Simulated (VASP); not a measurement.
# SnTe (F-43m) in VASP: further runs, part 2 of 2

VASP 6.6.1.

## 4. Phonons, LDA

The input, POSCAR:

```
SnTe
1.0
    0.0000000000      3.6111460000      3.6111460000
    3.6111460000      0.0000000000      3.6111460000
    3.6111460000      3.6111460000      0.0000000000
Te Sn
1 1
Direct
    0.2500000000      0.2500000000      0.2500000000
    0.0000000000      0.0000000000      0.0000000000
```

The input, INCAR.step1:

```
SYSTEM = SnTe
ALGO     = Normal         ! electronic algorithm
EDIFF    = 1E-8           ! SCF threshold, eV
EDIFFG   = -0.002         ! ionic threshold
ENCUT    = 600            ! plane-wave cutoff, eV
GGA      = CA             ! functional
IBRION   = 2              ! ionic algorithm
ISIF     = 3              ! what is computed and relaxed
ISMEAR   = 0              ! smearing method
LASPH    = .TRUE.         ! aspherical terms in the spheres
LCHARG   = .FALSE.        ! write CHGCAR
LREAL    = .FALSE.        ! projectors in reciprocal space
LWAVE    = .FALSE.        ! write WAVECAR
NELM     = 100            ! most SCF steps
NSW      = 40             ! ionic steps
PREC     = Accurate       ! precision mode
SIGMA    = 0.02           ! smearing width, eV
```

The input, INCAR.step2:

```
SYSTEM = SnTe
ALGO     = Normal         ! electronic algorithm
EDIFF    = 1E-8           ! SCF threshold, eV
ENCUT    = 600            ! plane-wave cutoff, eV
GGA      = CA             ! functional
IBRION   = 8              ! ionic algorithm
ISIF     = 2              ! what is computed and relaxed
ISMEAR   = 0              ! smearing method
LASPH    = .TRUE.         ! aspherical terms in the spheres
LCHARG   = .FALSE.        ! write CHGCAR
LEPSILON = .TRUE.         ! dielectric tensor by DFPT
LREAL    = .FALSE.        ! projectors in reciprocal space
LWAVE    = .FALSE.        ! write WAVECAR
NELM     = 100            ! most SCF steps
NSW      = 1              ! ionic steps
PREC     = Accurate       ! precision mode
SIGMA    = 0.02           ! smearing width, eV
```

The input, KPOINTS:

```
k-points
0
G
  8 8 8
  0 0 0
```

Potentials or basis: VASP PAW LDA potentials, release 64 (Te, Sn_d).

Launch:

```
$ cat potpaw_LDA.64/Te/POTCAR potpaw_LDA.64/Sn_d/POTCAR > POTCAR
$ cp INCAR.step1 INCAR
$ mpirun -np 1 vasp_std > vasp.out
$ cp CONTCAR POSCAR
$ cp INCAR.step2 INCAR
$ mpirun -np 1 vasp_std > vasp.out
```

OUTCAR:

```text
SYSTEM = SnTe
   EDIFF = 1E-8
   ENCUT = 600
   GGA = CA
   IBRION = 8
   ISIF = 2
   ISMEAR = 0
   LASPH = .TRUE.
   LEPSILON = .TRUE.
   LREAL = .FALSE.
   NELM = 100
   NSW = 1
   PREC = Accurate

 ion  position               nearest neighbor table
   1  0.250  0.250  0.250-   2 3.03   2 3.03   2 3.03   2 3.03
   2  0.000  0.000  0.000-   1 3.03   1 3.03   1 3.03   1 3.03

  LATTYP: Found a face centered cubic cell.
 ALAT       =     7.0074784737

  Lattice vectors:

 A1 = (   0.0000000000,   3.5037392368,   3.5037392368)
 A2 = (   3.5037392368,   0.0000000000,   3.5037392368)
 A3 = (   3.5037392368,   3.5037392368,   0.0000000000)

Analysis of symmetry for initial positions (statically):
[... 712 lines left out ...]
  z     0.00000     0.00000     0.00000     4.97569     0.00000     0.00000

 SECOND DERIVATIVES (NOT SYMMETRIZED)
 ------------------------------------
               1X          1Y          1Z          2X          2Y          2Z
  1X    -2.900738    0.000000    0.000000    2.900738    0.000000    0.000000
  1Y     0.000000   -2.900738    0.000000    0.000000    2.900738    0.000000
  1Z     0.000000    0.000000   -2.900738    0.000000    0.000000    2.900738
  2X     2.891787    0.000000    0.000000   -2.891787    0.000000    0.000000
  2Y     0.000000    2.891787    0.000000    0.000000   -2.891787    0.000000
  2Z     0.000000    0.000000    2.891787    0.000000    0.000000   -2.891787

 Eigenvectors and eigenvalues of the dynamical matrix
 ----------------------------------------------------

   1 f  =    3.392577 THz    21.316192 2PiTHz  113.164199 cm-1    14.030566 meV
             X         Y         Z           dx          dy          dz
      1.751870  1.751870  1.751870     0.000000    0.694784    0.000000
      0.000000  0.000000  0.000000     0.000000   -0.719218    0.000000
[... 21 lines left out ...]
   6 f/i=    0.002620 THz     0.016459 2PiTHz    0.087380 cm-1     0.010834 meV
             X         Y         Z           dx          dy          dz
      1.751870  1.751870  1.751870     0.000000    0.000000    0.719218
      0.000000  0.000000  0.000000     0.000000    0.000000    0.694784

--------------------------------------------------------------------------------------------------------

 MACROSCOPIC STATIC DIELECTRIC TENSOR IONIC CONTRIBUTION
 ------------------------------------------------------
           3.433168     0.000000     0.000000
           0.000000     3.433168    -0.000000
           0.000000    -0.000000     3.433168
 ------------------------------------------------------

 ELASTIC MODULI CONTR FROM IONIC RELAXATION (kBar)
 Direction    XX          YY          ZZ          XY          YZ          ZX
 --------------------------------------------------------------------------------
 XX          -0.0000     -0.0000     -0.0000     -0.0000     -0.0000     -0.0000
 YY          -0.0000     -0.0000     -0.0000     -0.0000     -0.0000     -0.0000
 ZZ          -0.0000     -0.0000     -0.0000     -0.0000     -0.0000     -0.0000
 XY          -0.0000     -0.0000     -0.0000   -153.6024      0.0000      0.0000
 YZ          -0.0000     -0.0000     -0.0000      0.0000   -153.6024      0.0000
 ZX          -0.0000     -0.0000     -0.0000      0.0000      0.0000   -153.6024
 --------------------------------------------------------------------------------

 PIEZOELECTRIC TENSOR IONIC CONTR  for field in x, y, z        (C/m^2)
          XX          YY          ZZ          XY          YZ          ZX
  --------------------------------------------------------------------------------
  x     0.00000     0.00000     0.00000     0.00000     0.68331     0.00000
  y     0.00000     0.00000     0.00000     0.00000     0.00000     0.68331
  z     0.00000     0.00000     0.00000     0.68331     0.00000    -0.00000
```

OUTCAR.step1:

```text
SYSTEM = SnTe
   EDIFF = 1E-8
   EDIFFG = -0.002
   ENCUT = 600
   GGA = CA
   IBRION = 2
   ISIF = 3
   ISMEAR = 0
   LASPH = .TRUE.
   LREAL = .FALSE.
[... 699 lines left out ...]
  -------------------------------------------------------------------------------------
  Total        0.0034639      0.0034639      0.0034639     -0.0000000     -0.0000000      0.0000000
  in kB        0.0645133      0.0645133      0.0645133     -0.0000000     -0.0000000      0.0000000
  external PRESSURE =       0.0645133 kB  Pullay stress =       0.0000000 kB
[... 17 lines left out ...]
  FREE ENERGIE OF THE ION-ELECTRON SYSTEM (eV)
  ---------------------------------------------------
  free  energy   TOTEN  =        -8.0557589127 eV

  energy  without entropy=       -8.0556266808  energy(sigma->0) =       -8.05569280

 reached required accuracy - stopping structural energy minimisation
```

OSZICAR.step1:

```text
N       E                     dE             d eps       ncg     rms          rms(c)
DAV:   1     0.122313632385E+03    0.12231E+03   -0.10118E+04   824   0.158E+03
DAV:   2     0.314212288674E+01   -0.11917E+03   -0.11777E+03   860   0.337E+02
DAV:   3    -0.783075271351E+01   -0.10973E+02   -0.10920E+02  1040   0.102E+02
DAV:   4    -0.814467694594E+01   -0.31392E+00   -0.31380E+00   966   0.188E+01
[... 27 lines left out ...]
DAV:   3    -0.805578051860E+01    0.34841E-03   -0.98490E-04   998   0.482E-01    0.220E-02
DAV:   4    -0.805576545807E+01    0.15061E-04   -0.34935E-05  1128   0.571E-02    0.226E-02
DAV:   5    -0.805575922476E+01    0.62333E-05   -0.29887E-06  1218   0.152E-02    0.642E-03
DAV:   6    -0.805575891978E+01    0.30498E-06   -0.75755E-07   986   0.136E-02    0.123E-03
DAV:   7    -0.805575891269E+01    0.70950E-08   -0.29161E-08   814   0.175E-03
   3 F= -.80557589E+01 E0= -.80556928E+01  d E =-.604830E-01
```

It took 11 min on 1 thread of Intel Xeon 6975P-C (Granite Rapids), shared host; peak memory 0.51 GiB.

What came out:

```
Relaxed volume                                          : 43.01 Å³/atom
Relaxed cell                                            : a = 4.955 Å, b = 4.955 Å, c = 4.955 Å, α = 60.00°, β = 60.00°, γ = 60.00°
Space group after relaxing (to 0.05 Å)                  : F-43m (No. 216)
Electronic dielectric tensor (diagonal)                 : 17.25
Born charges (mean of the diagonal)                     : Te -2.17; Sn +2.17 e
Highest phonon frequency at Γ, LO-TO splitting left out : 113 cm⁻¹
```

The path:
```tsv
step	energy change (eV)	largest force (eV/Å)	pressure (GPa)	volume (Å³)
1	0.0000	0.0000	-2.17	94.18
2	-0.0604	0.0000	0.10	85.74
3	-0.0605	0.0000	0.01	86.03
```

Final structure:
```
Te Sn
1.0
     0.00000    3.50374    3.50374
     3.50374    0.00000    3.50374
     3.50374    3.50374    0.00000
Te Sn
1 1
Direct
  0.25000 0.25000 0.25000
  0.00000 0.00000 0.00000
```

Phonon frequencies in cm⁻¹ (negative: imaginary):
| q point | frequencies |
| --- | --- |
| (0.000, 0.000, 0.000) | 0 0 0 113 113 113 |

Electronic dielectric tensor:
```
17.25  0.00  0.00
 0.00 17.25  0.00
 0.00  0.00 17.25
```

Born effective charge tensors (e):
atom 1, Te
```
-2.17  0.00  0.00
 0.00 -2.17  0.00
 0.00  0.00 -2.17
```
atom 2, Sn
```
2.17 0.00 0.00
0.00 2.17 0.00
0.00 0.00 2.17
```

## 5. The reference run

An earlier run on the cell as given: functional PBEsol; potentials or basis VASP PAW PBE potentials, release 64 (Te, Sn_d); cutoff 520 eV; k mesh 7 × 7 × 7; occupations fermi-dirac, width 0.05 eV; no spin polarisation.

* Pressure: -1.4 GPa
* Band gap on the k mesh: 0.28 eV, indirect (least direct gap 0.79 eV)

## 6. Overview

| task | level | potentials or basis | cell | k mesh | cutoff (eV) | smearing | by perturbation theory | gap on the mesh (eV) |
| --- | --- | --- | --- | --- | --- | --- | --- | --- |
| phonons | PBEsol | VASP PAW PBE potentials, release 64 (Te, Sn_d) | relaxed | 8 × 8 × 8 | 600 | gaussian 0.02 eV | yes | - |
| Born charges and dielectric tensor | LDA | VASP PAW LDA potentials, release 64 (Te, Sn_d) | as given | 8 × 8 × 8 | 520 | gaussian 0.02 eV | - | none |
| phonons | LDA | VASP PAW LDA potentials, release 64 (Te, Sn_d) | relaxed | 8 × 8 × 8 | 600 | gaussian 0.02 eV | yes | - |
| single point | PBEsol | VASP PAW PBE potentials, release 64 (Te, Sn_d) | as given | 7 × 7 × 7 | 520 | fermi-dirac 0.05 eV | - | 0.28 |

Alike in all rows: no spin polarisation.

Caveats: the PAW data sets were made with another functional, which shifts forces and pressure a little (some runs); spin-orbit coupling is left out, which moves the levels of the heavy elements (some runs); an odd mesh through Γ misses points on the zone boundary, where band edges often lie (some runs).

Total energies depend on the potentials used, so only differences within one code and one set of settings carry meaning.
